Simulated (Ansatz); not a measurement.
Level of theory: DFT PBE, scalar-relativistic, plane waves, PAW in Ansatz 0.2.0. Settings: cutoff 420 eV, Γ-centred meshes spaced at most about 0.3 Å⁻¹, and about 0.25 Å⁻¹ or finer for metals (2π included), Gaussian smearing. No spin polarisation.

All energies are static (0 K, no zero-point motion).

**Question.** Which of these relaxed structures of Zn₇O is the lowest in energy?
A. Space group P-31m (No. 162), trigonal, a = 4.562 Å, c = 7.459 Å. Zn on a site of symmetry m has 1 O at 2.21 Å and 7 Zn at 2.60–2.70 Å; Zn on a site of symmetry -3m has 6 Zn at 2.67 Å; O is surrounded by 6 Zn at 2.21 Å.
B. Space group P3m1 (No. 156), trigonal, a = 2.993 Å, c = 15.318 Å. Zn on its first site has 6 Zn at 2.67–2.70 Å and 6 Zn at 2.99 Å; Zn on its second site has 6 Zn at 2.63–2.67 Å and 6 Zn at 2.99 Å; Zn on its third site is surrounded by 6 Zn at 2.69–2.71 Å and 6 Zn at 2.99 Å; O is surrounded by 4 Zn at 1.92–1.99 Å, 6 O at 2.99 Å and 1 Zn at 3.15 Å; 4 more sites not described.

**Answer.** B. The other, A, lies 148 meV/atom higher. Counting Zn atoms around O (those within 1.25 times the shortest such distance or 1.15 times the sum of covalent radii): B has O 4; A has O 6. Both come from invented guesses.

Cells relaxed within their symmetry can be saddle points. Some structure types and database cells were kept out of the candidates from the start, so a known form may be missing.
